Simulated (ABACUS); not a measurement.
Crystal: Rb.

```
Rb
1.0
    -2.95451    2.95451    2.73085
     2.95451   -2.95451    2.73085
     2.95451    2.95451   -2.73085
Rb
1
Direct
  0.00000 0.00000 0.00000
```

```yaml
Program: ABACUS 3.10.1
Task: single point
Functional: PBE
Potentials_or_basis: PseudoDojo NC SR 0.4.1 PBE standard
Cutoff: 639 eV
Density_cutoff: 2558 eV
Basis: plane waves
k_mesh: 7 × 7 × 7
Occupations: fermi-dirac, width 0.05 eV
Spin: no spin polarisation
```

On this cell: pressure -0.1 GPa; band gap on the k mesh none (metal or under the smearing width).

The same run follows on a disturbed copy (cell strained at random at fixed volume):

```xyz
1
Lattice="-2.9018 2.8693 2.7765 2.9545 -2.8932 2.8594 2.9099 2.9013 -2.8024" Properties=species:S:1:pos:R:3 pbc="T T T"
Rb    0.0128   -0.0347    0.0024
```

Task: What changes?

Result: The energy (extrapolated to zero smearing) moves by +1.5 meV/atom; pressure -0.1 GPa; band gap on the k mesh none (metal or under the smearing width).
